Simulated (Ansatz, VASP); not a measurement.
**Two plane-wave programs on N**

File INCAR:

```
SYSTEM = N
PREC = Accurate ; ENCUT = 520
EDIFF = 1E-7 ; ISMEAR = 0
SIGMA = 0.05 ; LREAL = .FALSE.
LASPH = .TRUE. ; NELM = 100
ALGO = Normal ; ISIF = 2
LWAVE = .FALSE. ; LCHARG = .FALSE.
GGA = PS ; NBANDS = 18
```

Contents of KPOINTS:

```
regular mesh
0
G
  6 6 4
  0 0 0
```

Contents of POSCAR:

```
N
1.0
    4.1672328106      0.0000000000      0.0000000000
   -2.0836164053      3.6089294775      0.0000000000
    0.0000000000      0.0000000000      7.0060035100
N
4
Direct
    0.3333333333      0.6666666667      0.2968147264
    0.3333333333      0.6666666667      0.1710699600
    0.6666666667      0.3333333333      0.8289300400
    0.6666666667      0.3333333333      0.6710699600
```

Input for Ansatz:

```yaml
crystal:
  lattice:
    - [4.1672328106, 0.0, 0.0]
    - [-2.0836164053, 3.6089294775, 0.0]
    - [0.0, 0.0, 7.00600351]
  atoms:
    - { symbol: "N", position: [0.3333333333, 0.6666666667, 0.2968147264] }
    - { symbol: "N", position: [0.3333333333, 0.6666666667, 0.17106996] }
    - { symbol: "N", position: [0.6666666667, 0.3333333333, 0.82893004] }
    - { symbol: "N", position: [0.6666666667, 0.3333333333, 0.67106996] }
basis:
  ecutwfc: 420
kpoints:
  mp_grid: { grid: [6, 6, 4] }
hamiltonian:
  xc: pbesol
scf:
  occupations: { method: gaussian, width: 0.05 }
output:
  forces: true
  stress: true
  eigenvalues: true
```

Alike in both runs: task single point; functional PBEsol; k mesh 6 × 6 × 4; occupations gaussian, width 0.05 eV; no spin polarisation.

```csv
,VASP,Ansatz
version,VASP 6.6.1,Ansatz 0.2.0
potentials or method,"VASP PAW PBE potentials, release 64 (N)","scalar-relativistic, plane waves, PAW"
plane-wave cutoff (eV),520,420
valence electrons in the cell,20,20
```

Ansatz gave:

| Item | Value |
| --- | --- |
| gap on the k mesh at the Fermi level (eV) | 7.52 |
| least direct gap on the mesh (eV) | 7.70 |
| rms of the force components (eV/Å) | 30.024 |

**Question.** Which values does VASP return?

**Answer.** gap on the k mesh at the Fermi level (eV): 7.46; least direct gap on the mesh (eV): 7.64; rms of the force components (eV/Å): 34.510.

Atom by atom the forces differ by 4.541 eV/Å (rms over components).

Caveats: the standard files for N, O and F lose accuracy on very short bonds; the PAW data sets were made with another functional, which shifts forces and pressure a little (VASP). A k mesh can miss the band edges.
